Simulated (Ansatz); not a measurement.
AlSb:
```
CELL_PARAMETERS angstrom
      0.00000     3.11257     3.11257
      3.11257     0.00000     3.11257
      3.11257     3.11257     0.00000
ATOMIC_POSITIONS crystal
  Sb 0.75000 0.75000 0.75000
  Al 0.00000 0.00000 0.00000
```

Relaxed with PBE.

Q: Map the electron localisation function on the plane through (0.750, 0.750, 0.750) spanned by u = [1, 0, 0] and v = [-1, 1, 1] in lattice vectors, from PBE in the plane-wave PAW code Ansatz.

A: x is the fraction of u, y of v (the angle between them is 90°; rows are the nearest grid lines); atoms in the plane: Sb at (0.00, 0.00), Al at (0.50, 0.25).
```
|00013457653335675431000|
|00013456542224565431000|
|11234454311011345443211|
|33344554210001245544333|
|44445543100000134554444|
|66554321000000012345566|
|55443210000000001234455|
|33321100000000000112333|
|10000000000000000000001|
|00000000000000000000000|
|00000000001110000000000|
|00000011122222111000000|
|00000112233333221100000|
|00001123455555432110000|
|00011233444444433211000|
|11112233322122333221111|
|33445553101320135554433|
|55667775104240157776655|
|66778897301410379887766|
|44568999951015999986444|
|33346899984348999864333|
|11235799986568999743211|
|00013468765456786431000|
|00013457653335675431000|
```
Scale: ten equal steps from -0.015 (start of '0') to 0.919 (end of '9'), in the order '0123456789'; x runs from 0.000 to 1.00, y from 0.000 (bottom) to 1.00 (top).

The density is the valence pseudo-density with augmentation charge, so density and ELF within about 1 Å of a nucleus are not all-electron values.

Space group F-43m (zinc blende). The cell was relaxed with PBE under the symmetry of its start; of distortions, only those at the zone centre were tested. Spin–orbit coupling is left out wherever it is not named.

Potentials: the later of the program's two PAW sets.
